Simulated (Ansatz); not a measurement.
## BeS under changes of volume

One of the cells (14.261 Å³/atom); the others are scaled copies at fixed shape and fractional positions:

```
CELL_PARAMETERS angstrom
0.00000 2.42500 2.42500
2.42500 0.00000 2.42500
2.42500 2.42500 0.00000
ATOMIC_POSITIONS crystal
S 0.75000 0.75000 0.75000
Be 0.00000 0.00000 0.00000
```

* Program: Ansatz 0.2.0
* Functional: LDA
* Potentials or basis: all-electron LAPW, scalar-relativistic
* Cutoff: 226 eV (chosen from the basis error)
* Basis error allowed: 0.001 eV/atom
* k mesh: 9 × 9 × 9
* Occupations: fermi-dirac, width 0.05 eV
* Spin: no spin polarisation

```tsv
volume (Å³/atom)	energy over the lowest point (meV/atom)	pressure (GPa)	gap on the mesh (eV)
13.405	?	?	?
13.690	0.00	0.7	2.91
13.975	0.58	-1.3	2.95
14.261	4.68	-3.2	3.00
14.546	11.99	-4.9	3.03
14.831	22.19	-6.5	3.07
15.116	35.01	-7.9	3.11
```

**Question.** What does the run at 13.405 Å³/atom give?

**Answer.** Energy over the lowest point 3.31 meV/atom; pressure 3.0 GPa; gap on the mesh 2.86 eV.

Worked out: A Birch-Murnaghan fit of order 3 (a polynomial in V^(-2/3)) to the other rows has its minimum at 13.79 Å³/atom with B0 = V·E''(V) = 102 GPa and B' = 3.8. It gives 3.32 meV/atom at 13.405 Å³/atom, against the run's 3.31, and -dE/dV = 3.0 GPa, against 3.0. A straight line through the other rows of the gap, of slope 2 eV per unit of ln V, extrapolates to 2.87 eV, against the run's 2.86.

Energies are extrapolated to zero smearing.

Caveats: an odd mesh through Γ misses points on the zone boundary, where band edges often lie.
